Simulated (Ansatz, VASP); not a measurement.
**Two plane-wave programs on InAs**

```
CELL_PARAMETERS angstrom
0.00000 3.02400 3.11472
3.02400 0.00000 3.11472
3.02400 3.02400 0.00000
ATOMIC_POSITIONS crystal
In 0.00000 0.00000 0.00000
As 0.75000 0.75000 0.75000
```

Change from the starting cell: strain +0.0300 x Voigt [0, 0, 1, 0, 0, 0], atoms carried along.

Alike in both runs: task single point; functional PBEsol; k mesh 14 × 14 × 14; occupations gaussian, width 0.15 eV; no spin polarisation.

```csv
,VASP,Ansatz
version,VASP 6.6.1,Ansatz 0.2.0
potentials or method,"VASP PAW PBE potentials, release 64 (In_d, As)","scalar-relativistic, plane waves, PAW"
plane-wave cutoff (eV),520,420
valence electrons in the cell,18,28
```

```tsv
	VASP	Ansatz	Ansatz less VASP
gap on the k mesh at the Fermi level (eV)	none	none	-
pressure (GPa)	-0.5	-0.6	-0.08
largest component of the traceless stress (GPa)	0.72	0.73	+0.001
```

A gap of «none» marks a metal or a gap that the smearing closes. The two sets of potentials don't hold the same shells in valence.

Caveats: the PAW data sets were made with another functional, which shifts forces and pressure a little (VASP).
